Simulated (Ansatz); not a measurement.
Bulk crystal (ZrN) after relaxation:

```cif
data_structure
_symmetry_space_group_name_H-M 'P 1'
_symmetry_Int_Tables_number 1
_cell_length_a 3.2189
_cell_length_b 3.2189
_cell_length_c 3.2189
_cell_angle_alpha 60.000
_cell_angle_beta 60.000
_cell_angle_gamma 60.000
_cell_volume 23.58
loop_
_atom_site_label
_atom_site_type_symbol
_atom_site_fract_x
_atom_site_fract_y
_atom_site_fract_z
_atom_site_occupancy
Zr1 Zr 0.00000 0.00000 0.00000 1
N1 N 0.50000 0.50000 0.50000 1
```

Miller indices refer to the conventional cell of Fm-3m (No. 225), a = 4.552 Å, b = 4.552 Å, c = 4.552 Å, α = 90.00°, β = 90.00°, γ = 90.00°.

The (210) slab of 11 planes, 10.2 Å thick with 15 Å of vacuum as cut; outer planes ZrN (top) and ZrN (bottom).

The calculation used DFT PBEsol, scalar-relativistic, plane waves, PAW in Ansatz. Settings: cutoff 420 eV, Γ-centred mesh 8×7×1 on the computed 22-atom cell, Gaussian smearing of 0.10 eV; no spin polarisation. The cell repeats along c with a dipole correction in the vacuum.

The work function read from the bulk's Fermi level differs by 0.32 eV, so the slab's middle doesn't match the bulk reference (too thin, or relaxed to another structure or magnetic state).

With the atoms at the bulk's places:

- Surface energy (mean of both faces): 2.74 J/m²
- Work function: 2.68 eV

(1) What changes when all atoms relax within this surface cell and its symmetry?

Spin polarisation was left out, and a magnetic state may lie lower.

Answers

(1) The energy falls by 0.417 J/m² a face, and the largest move is 0.18 Å.

For the relaxed slab, the surface energy (mean of both faces) is 2.33 J/m² and the work function is 2.49 eV.

```
plane (bottom to top) atoms spacing to next, bulk (Å) relaxed (Å) change (%) rumpling (Å)
                    1    ZrN                      1.018        0.976        -4.1         0.140
                    2    ZrN                      1.018        0.895       -12.1         0.115
                    3    ZrN                      1.018        1.111        +9.2         0.077
                    4    ZrN                      1.018        0.983        -3.5         0.047
                    5    ZrN                      1.018        1.033        +1.4         0.045
                    6    ZrN                      1.018        1.033        +1.4         0.000
                    7    ZrN                      1.018        0.983        -3.5         0.045
                    8    ZrN                      1.018        1.111        +9.2         0.047
                    9    ZrN                      1.018        0.895       -12.1         0.077
                   10    ZrN                      1.018        0.976        -4.1         0.115
                   11    ZrN                                                             0.140
```